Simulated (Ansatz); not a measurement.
# Pt: a tetragonal deformation path

The task, for Pt: follow a tetragonal deformation at fixed volume.

The COD entry's cell or inner coordinates are ideal or old and differ from later refinements, so a difference from it is no clean test against experiment.

Computed with Ansatz 0.2.0 (DFT PBE, scalar-relativistic, plane waves, PAW, unless a step's input says otherwise).

**1. The starting structure**

Symmetry: Fm-3m, No. 225, cubic system. Conventional cell: a = 3.916 Å, b = 3.916 Å, c = 3.916 Å, α = 90.00°, β = 90.00°, γ = 90.00°. Pt (site symmetry m-3m) is surrounded by 12 Pt at 2.77 Å.

Coordinates:

```cif
data_structure
_symmetry_space_group_name_H-M 'P 1'
_symmetry_Int_Tables_number 1
_cell_length_a 2.7689
_cell_length_b 2.7689
_cell_length_c 2.7689
_cell_angle_alpha 60.000
_cell_angle_beta 60.000
_cell_angle_gamma 60.000
_cell_volume 15.01
loop_
_atom_site_label
_atom_site_type_symbol
_atom_site_fract_x
_atom_site_fract_y
_atom_site_fract_z
_atom_site_occupancy
Pt1 Pt 0.00000 0.00000 0.00000 1
```

The cell is taken as given, not relaxed at this level.

**2. Zero of the scan**

File input.yaml:

```yaml
crystal:
  lattice:
    - [0.0, 1.9579, 1.9579]
    - [1.9579, 0.0, 1.9579]
    - [1.9579, 1.9579, 0.0]
  atoms:
    - { symbol: Pt, position: [0.0, 0.0, 0.0] }
basis:
  ecutwfc: 420
kpoints:
  mp_grid: { grid: [24, 24, 24] }
hamiltonian:
  xc: pbe
scf:
  occupations: { method: fermi_dirac, width: 0.02 }
output:
  forces: true
  stress: true
  eigenvalues: true
```

Launch:

```
> ansatz run input.yaml --threads 1 --pin off --max-ram 2560MiB --backend cpu --events-out ev --progress --plain --runs-dir out
```

The session goes on with these runs: At ρ = 0.707; point ρ = 1.414; point ρ = 0.850; At ρ = 1.200; point ρ = 0.780; ρ = 1.300; point ρ = 0.920; At ρ = 1.100; At ρ = 0.650; ρ = 1.500; point ρ = 0.960; point ρ = 1.050.

Before running it: what results should come out? Wanted: highest point.

The runs gave:

| quantity | value |
| --- | --- |
| highest point | 938.7 meV/atom at ρ = 1.500 |

The settings of these runs were drawn from a wide range and may not be converged. No sampled point lies below the undisturbed cell. No further minimum shows among the sampled points. At ρ = 0.707 the cell takes another symmetry, Im-3m, 111.8 meV/atom from the start at this fixed volume. Spin-orbit coupling is left out for Pt.
